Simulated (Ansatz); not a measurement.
# Ga2O3 (C2/m) in Ansatz: single point with PBE

Aim: the single point of Ga2O3 with PBE.

Everything below comes from runs of Ansatz 0.2.0. Logs are shortened: lines on timing, memory, paths and dates and some standing lists are left out, and cuts for length are marked.

## 1. The crystal as given

It takes space group C2/m (No. 12, monoclinic). Conventional cell: a = 12.214 Å, b = 3.037 Å, c = 5.798 Å, α = 90.00°, β = 103.83°, γ = 90.00°. Around Ga (site symmetry m) lie 6 O at 1.94 to 2.07 Å. Ga (site symmetry m) is surrounded by 4 O at 1.83 to 1.86 Å. Around O (site symmetry m) lie 3 Ga at 1.83 to 1.94 Å. Around O (site symmetry m) lie 4 Ga at 1.86 to 2.07 Å. O (site symmetry m) is surrounded by 3 Ga at 1.83 to 1.94 Å.

## 2. Single point, PBE

Input file input.yaml:

```yaml
crystal:
  lattice:
    - [6.107, -1.51855, 0.0]
    - [6.107, 1.51855, 0.0]
    - [-1.3859888959, 0.0, 5.630008738]
  atoms:
    - { symbol: Ga, position: [0.34134, 0.34134, 0.68598] }
    - { symbol: Ga, position: [0.65866, 0.65866, 0.31402] }
    - { symbol: Ga, position: [0.9095, 0.9095, 0.2054] }
    - { symbol: Ga, position: [0.0905, 0.0905, 0.7946] }
    - { symbol: O, position: [0.5041, 0.5041, 0.7434] }
    - { symbol: O, position: [0.4959, 0.4959, 0.2566] }
    - { symbol: O, position: [0.8267, 0.8267, 0.4368] }
    - { symbol: O, position: [0.1733, 0.1733, 0.5632] }
    - { symbol: O, position: [0.8355, 0.8355, 0.8902] }
    - { symbol: O, position: [0.1645, 0.1645, 0.1098] }
hamiltonian:
  xc: pbe
  pseudopotentials: { kind: paw }
kpoints:
  mp_grid: { grid: [9, 9, 5] }
scf:
  occupations: { method: gaussian, width: 0.012 }
output:
  forces: true
  stress: true
  eigenvalues: true
```

Potentials or basis: Ansatz PAW.

Launch:

```bash
$ ansatz run input.yaml --threads 4 --pin off --max-ram 11264MiB --backend cpu --events-out ev --progress --plain --runs-dir out
```

Output:

```text
Warning: RAYON_NUM_THREADS=4 ignored (pool sized by the plan → 4); use --threads N
basis.fft_grid_basis auto: the FFT boxes are laid along the combinations [[1, -1, 0], [0, 1, 0], [0, 0, 1]] of the cell's own vectors, 3.037, 6.293 and 5.798 Å long. The dense box has 24×45×40 points. Along the cell's own vectors, as sized, it would have 45×45×40, 1.88 times as many. Of the 4 symmetry operations that the crystal satisfies within crystal.symmetry.tolerance (time reversal apart; of a slab, those that keep its plane) the dense box along the cell's own vectors carries 4, and the one as laid loses 2 of those. basis.fft_grid_basis: typed keeps the cell's own vectors: state it where this run's energies or levels are differenced outside the engine with another run's, or held beside a run that keeps those vectors.
Engine: ansatz 0.2.0, x86_64-unknown-linux-gnu
Pseudopotentials: kind: paw
Pseudopotential: Ga, paw, valence charge 13, recommended cutoff 420 eV (normal), Ga.paw.azcp
Pseudopotential: O, paw, valence charge 6, recommended cutoff 420 eV (normal), O.paw.azcp
Functional definition: PBE
  parameter kappa = 0.804
  parameter beta = 0.06672455060314922
  exchange = pbe_x(kappa = kappa, mu = beta*pi^2/3)
  correlation = pbe_c(beta = beta)
Crystal: 10 atoms, lattice volume = 104.423 Å³
Basis set: ecut = 420 eV, 2037 PW (Γ), FFT grids on a1−a2, a2, a3, exchange–correlation on 48×90×80 points (8 copies of the dense FFT grid, shifted against one another)
Bands: 54, of which v1, the nominal top of the filled ones, is band 44 counted from 1 (43 counted from 0)
Symmetry: 4 space group operations
Space group: C2/m (ITA 12), of the structure as read, at distance tolerance 4.7e-5 Å
k-points: 115 of 405
Non-local potential: Ga, projectors of the file, l = 0: 2, l = 1: 2, l = 2: 3, l = 3: 1
Non-local potential: O, projectors of the file, l = 0: 2, l = 1: 2, l = 2: 1
PAW form: soft (Blöchl's): semilocal exchange-correlation on the pseudo side does not see the compensation charge
PAW one-centre angular grid: Ga, 590 points (default); XC on 64 Gauss nodes
PAW one-centre angular grid: O, 110 points (default); XC on 64 Gauss nodes
Initial density: superposition of atomic densities (neutral atoms: chi_scale 0, normalization atom), corrected by the library's trained network
Initial wavefunctions: pseudopotential atomic-orbital guess
Functional: x = pbe(κ = 0.804, μ = 0.2195149727645171), c = pbe(β = 0.06672455060314922)
SCF iter   1: F=—  HF=-18539.971103 eV  |F-HF|=—  |Δ(HF+E_count)|=         —  Δρ=1.11e-3  dr2=4.19e-4  ethr=1.77e-3  ⟨swp⟩=6.1  Hψ=22888  notcnv=0  defer=4
preconditioner: auto → Resta (q_TF=auto, 2.652 Å⁻¹)  ε∞=4.7  [insulator: Δε(μ)=2.438 eV  Ē_g=17.835 eV  σ=0.012 eV  W_gap=1.00  n_scr=34 (ndim 8)  ℏωp=34.1 eV  f_vac=0.014  D(μ)=0.00/eV (n_scr^D=0)  ε∞_Penn≈4.7]
SCF iter   2: F=—  HF=-18539.972119 eV  |F-HF|=—  |Δ(HF+E_count)|=   1.02e-3  Δρ=5.91e-4  dr2=1.35e-4  ethr=4.76e-7  ⟨swp⟩=2.8  Hψ=13620  notcnv=0  defer=407
SCF iter   3: F=—  HF=-18539.972564 eV  |F-HF|=—  |Δ(HF+E_count)|=   4.45e-4  Δρ=2.17e-4  dr2=3.43e-5  ethr=1.53e-7  ⟨swp⟩=2.0  Hψ=11402  notcnv=0  defer=180
automatic band count: iteration 3 solves 52 bands in place of 54: the levels show a gap, and the empty bands left out lie too high to hold charge; the band table lists the bands solved (type scf.n_extra_bands for more)
SCF iter   4: F=—  HF=-18539.972662 eV  |F-HF|=—  |Δ(HF+E_count)|=   9.81e-5  Δρ=6.43e-5  dr2=3.79e-6  ethr=3.90e-8  ⟨swp⟩=2.0  Hψ=10115  notcnv=0  defer=180
SCF iter   5: F=—  HF=-18539.972665 eV  |F-HF|=—  |Δ(HF+E_count)|=   2.77e-6  Δρ=2.99e-5  dr2=8.79e-7  ethr=4.31e-9  ⟨swp⟩=2.1  Hψ=10639  notcnv=0  defer=180
SCF iter   6: F=—  HF=-18539.972665 eV  |F-HF|=—  |Δ(HF+E_count)|=   3.59e-7  Δρ=1.37e-5  dr2=1.59e-7  ethr=9.98e-10  ⟨swp⟩=2.0  Hψ=10598  notcnv=0  defer=180
SCF iter   7: F=-18539.972665 eV  HF=-18539.972665 eV  |F-HF|=6.21e-9  |Δ(HF+E_count)|=   5.69e-8  Δρ=3.93e-6  dr2=1.05e-8  ethr=1.14e-10  ⟨swp⟩=6.7  Hψ=22677  notcnv=0
SCF 1 converged in 7 iterations: F = -18539.972665 eV  dr2 = 1.05e-8
SCF converged after 7 iterations
Free energy (F): -18539.972665 eV
Harris-Foulkes:  -18539.972665 eV  (|F-HF|=6.21e-9)
Internal energy: -18539.972665 eV  (E = F + TS)
E sigma→0 (E₀):  -18539.972665 eV
Fermi energy:    9.439533 eV
--- Per-component energies (eV) ---
  E_band       = -89.158018
  E_kinetic    = 1522.893919
  E_local      = -9088.641476  (includes V_loc(G=0)·N_el)
  E_nonlocal   = 2021.716274
  E_hartree    = 4084.861323
  E_xc         = -713.438040
  E_vxc        = -791.509878  (∫ρ·V_xc dr)
  E_paw        = -8942.605415  (= ΣΔE_a)
  E_vpaw       = -1923.355940  (= ΣTr[D̂ρ^β])
  E_aug_tail   = 0.014339  (compensation charges beyond the density's cutoff)
  E_ewald      = -7424.773589
  E_smearing   = -0.000000  (= −TS)
  E_closure    = 0.000000  (closes the sum)
  Σ components = -18539.972665   (vs F -18539.972665, Δ=0.00e0)
--- Forces (eV/Å), atoms counted from 1 ---
  atom   1  Ga     0.01989106     0.00000000    -0.06642894
  atom   2  Ga    -0.01989106    -0.00000000     0.06642894
  atom   3  Ga    -0.10735070     0.00000000    -0.06173783
  atom   4  Ga     0.10735070    -0.00000000     0.06173783
  atom   5  O     -0.16696896     0.00000000    -0.05260183
  atom   6  O      0.16696896    -0.00000000     0.05260183
  atom   7  O      0.01605149    -0.00000000     0.05313943
  atom   8  O     -0.01605149     0.00000000    -0.05313943
  atom   9  O     -0.20485146    -0.00000000     0.07720034
  atom  10  O      0.20485146     0.00000000    -0.07720034
  max |Σ_I F_I| component: 2.78e-17 eV/Å
--- Stress (GPa, compression-positive) ---
        9.365728       0.000000       0.147167
        0.000000      10.228637      -0.000000
        0.147164      -0.000000       9.073179
  P = ⅓ Tr σ = 9.5558 GPa (95.558 kbar)
--- Band table (eV; the first three rows and the last of 115) ---
  k-point 0: bands = ["-10.7150", "-9.5590", "-9.5265", "-9.4050", "-8.9307", "-8.9203", "-4.7122", "-4.6824", "-4.6769", "-4.6227", "-4.4978", "-4.4901", "-4.4827", "-4.4730", "-4.4171", "-4.2855", "-4.2822", "-4.2752", "-4.2433", "-4.2333", "-4.2080", "-4.2075", "-4.1506", "-4.0603", "-3.9067", "-3.8631", "1.2200", "2.3053", "3.4780", "4.0576", "4.6967", "5.5612", "5.6538", "6.0200", "6.2570", "6.3337", "6.5941", "6.6368", "7.2634", "7.5498", "7.5686", "7.7502", "7.9402", "8.2031", "10.6584", "13.9671", "14.9982", "15.0288", "16.0494", "17.0020", "17.6539", "17.7370"]
  k-point 1: bands = ["-10.6438", "-9.6933", "-9.5365", "-9.3415", "-8.9889", "-8.8785", "-4.7008", "-4.6837", "-4.6779", "-4.6208", "-4.5657", "-4.5028", "-4.4786", "-4.4577", "-4.4086", "-4.2970", "-4.2895", "-4.2830", "-4.2734", "-4.2200", "-4.2059", "-4.1954", "-4.1492", "-4.0322", "-3.9974", "-3.7154", "1.3969", "2.4892", "3.2708", "4.0953", "4.7792", "5.5555", "5.8162", "5.9255", "6.2056", "6.2387", "6.4522", "6.6377", "7.0790", "7.4947", "7.5807", "7.6392", "7.8318", "7.9716", "11.3097", "14.1288", "14.8298", "15.1546", "15.8910", "16.9768", "17.4476", "18.0419"]
  k-point 2: bands = ["-10.4787", "-9.9290", "-9.5484", "-9.2643", "-9.0264", "-8.8775", "-4.6852", "-4.6801", "-4.6753", "-4.6356", "-4.6079", "-4.5643", "-4.4561", "-4.4250", "-4.4111", "-4.3245", "-4.3206", "-4.2911", "-4.2660", "-4.2388", "-4.2039", "-4.1596", "-4.1475", "-4.0591", "-3.9914", "-3.5910", "1.8886", "2.5515", "3.1036", "3.9994", "5.0130", "5.5388", "5.6478", "5.9952", "6.1478", "6.2300", "6.3465", "6.6718", "6.7657", "6.9070", "7.5974", "7.6064", "7.7204", "7.9291", "12.4948", "13.6428", "14.9209", "15.4041", "15.9779", "16.2793", "17.9975", "18.1868"]
  k-point 114: bands = ["-10.2313", "-9.8777", "-9.6579", "-9.2938", "-9.0792", "-8.8303", "-4.7037", "-4.6801", "-4.6377", "-4.6323", "-4.5833", "-4.5713", "-4.4761", "-4.4472", "-4.4180", "-4.3870", "-4.3520", "-4.3426", "-4.2675", "-4.2504", "-4.2079", "-4.1828", "-4.1540", "-4.0849", "-3.6026", "-3.3995", "2.3230", "2.6994", "3.2191", "3.6823", "4.5350", "4.7868", "5.2513", "5.4158", "5.6612", "5.8473", "6.2644", "6.7127", "7.1403", "7.1804", "7.4657", "7.6627", "7.7058", "8.2206", "13.5761", "14.0533", "14.6175", "15.1719", "15.6582", "16.4784", "18.1948", "18.5908"]
```

Wall time 10 s (4 threads of Intel Xeon at 2.70GHz, shared host); peak memory 0.78 GiB.

What came out:

* Free energy: -18539.9727 eV
* Pressure: 9.6 GPa
* Largest force: 0.219 eV/Å
* Band gap on the k mesh: 2.44 eV, indirect (least direct gap 2.46 eV)

Forces on the atoms (eV/Å):
```
Ga   0.020  0.000 -0.066
Ga  -0.020  0.000  0.066
Ga  -0.107  0.000 -0.062
Ga   0.107  0.000  0.062
O   -0.167  0.000 -0.053
O    0.167  0.000  0.053
O    0.016  0.000  0.053
O   -0.016  0.000 -0.053
O   -0.205  0.000  0.077
O    0.205  0.000 -0.077
```

Stress tensor (GPa, compression positive):
```
 9.37  0.00  0.15
 0.00 10.23  0.00
 0.15  0.00  9.07
```

Caveat: odd divisions of the mesh miss points on the zone boundary, where band edges often lie, so the gap on the mesh can be too wide; the pressure holds a Pulay correction of +0.8 GPa for the finite cutoff.
